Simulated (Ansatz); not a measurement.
P: changing the strain (εxx = s, εyy = s)

```
P
1.0
     1.72573    0.99635    3.12968
    -1.72573    0.99635    3.12968
     0.00000   -1.99270    3.12968
P
2
Cartesian
  0.0000 0.0000 7.2570
  0.0000 0.0000 2.1321
```

This isn't the form of P at room conditions, which is orthorhombic.

Kept alike: task band structure; functional PBEsol; k mesh 8 × 8 × 8; occupations fermi-dirac, width 0.05 eV; no spin polarisation. Program: Ansatz, Ansatz PAW, cutoff 420 eV. The mesh is that of the run's cell of 2 atoms. No spin-orbit coupling.

```tsv
s	free energy over the lowest row (meV/atom)
-0.04	29.74
-0.02	?
-0.01	0.00
0	0.35
0.01	4.71
0.02	13.65
0.04	45.74
```

The cell shown is the unstrained one; x, y and z are its Cartesian axes; atoms keep their fractions. For a metal such a mesh leaves the last digits unconverged. All rows use potentials made for PBE.

Question: Fit the rows shown and predict the run at -0.02.

Answer: A least-squares parabola through the rows shown is free energy = 23498.9 s² + 202.45 s + 0.141 (largest miss 0.466); at s = -0.02 it gives 5.49 meV/atom. The run gave: free energy over the lowest row 4.04 meV/atom.
